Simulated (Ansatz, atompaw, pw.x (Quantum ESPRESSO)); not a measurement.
Mo (fcc): variants of one PAW (atompaw) potential in the solid

molybdenum (Mo), PAW, made with atompaw 4.2.0.5 (PBE, scalar-relativistic). Core [Ar] 3d10, reference 4s2 4p6 4d5 5s0.5 5p0.5. Waves: 4s (bound): rc 1.95 bohr; 5s (bound): rc 2.70 bohr; 4p (bound): rc 2.10 bohr; 5p (bound): rc 2.70 bohr; 4d (bound): rc 2.70 bohr; 4d channel at 3.85 Ry: rc 2.70 bohr. Local part: bessel scheme, radius 2.45 bohr. Core correction: smooth core density matched at 1.50 bohr. Augmentation charge: sinc compensation charge, radius 2.45 bohr; PAW radius 2.70 bohr; waves and projectors: custom rrkj gramschmidtortho.

Crystal test: fcc Mo in pw.x 7.5, no spin, 14³ k-points, Fermi–Dirac smearing 0.01 Ry, cutoffs set for each file from its atomic test. The reference is all-electron LAPW (Ansatz 0.2.0) with the same functional, mesh and smearing; V0 and B0 come from Birch–Murnaghan fits to the pressures at five volumes. Errors are pseudo minus all-electron; Δ is the rms difference of the E(V) curves that follow from these fits, minima aligned, over ±6 % about the mean V0. Mesh and smearing are coarse, so the numbers serve the comparison and aren't converged zero-temperature values; the lattice is a test structure that the element need not adopt.

All-electron: a0 = 4.005 Å (V0 = 16.06 Å³/atom), B0 = 235.3 GPa.

Base: This is a poor potential for the solid.

A dash in a converged row means that the minimum lies outside the volumes sampled.

| change | cutoffs (Ry) | pw.x | a0 (Å) | a0 error (%) | B0 error (%) | Δ (meV/atom) | mean pressure error (GPa) |
| --- | --- | --- | --- | --- | --- | --- | --- |
| base | 45/450 | converged | – | – | – | – | +18.41 |
| augmentation sinc compensation charge, radius 2.45 bohr; PAW radius 2.70 bohr; waves and projectors: custom rrkj vanderbiltortho | 45/450 | converged | – | – | – | – | +18.43 |
| all radii scaled by about 0.77 (s 1.50, p 1.62, d 2.08 bohr); local potential bessel scheme, radius 1.88 bohr; augmentation sinc compensation charge, radius 1.88 bohr; PAW radius 2.08 bohr; waves and projectors: custom rrkj gramschmidtortho; core correction smooth core density matched at 1.16 bohr | 70/700 | converged | 4.017 | +0.30 | +0.5 | 7.5 | +2.21 |
| core correction smooth core density matched at 2.08 bohr | 45/450 | converged | – | – | – | – | +18.41 |
| local potential troulliermartins scheme with l = 3 at 0 Ry, radius 2.45 bohr | 45/450 | converged | 3.996 | -0.23 | -1.2 | 5.8 | -1.65 |

Q: Give the row for: wave 4d (bound): rc 2.70 bohr becomes 4d (bound): rc 1.40 bohr.

A: pw.x: converged; mean pressure error (GPa): +3.17; a0 (Å): 4.021; a0 error (%): +0.42; B0 error (%): +1.6; Δ (meV/atom): 10.6.
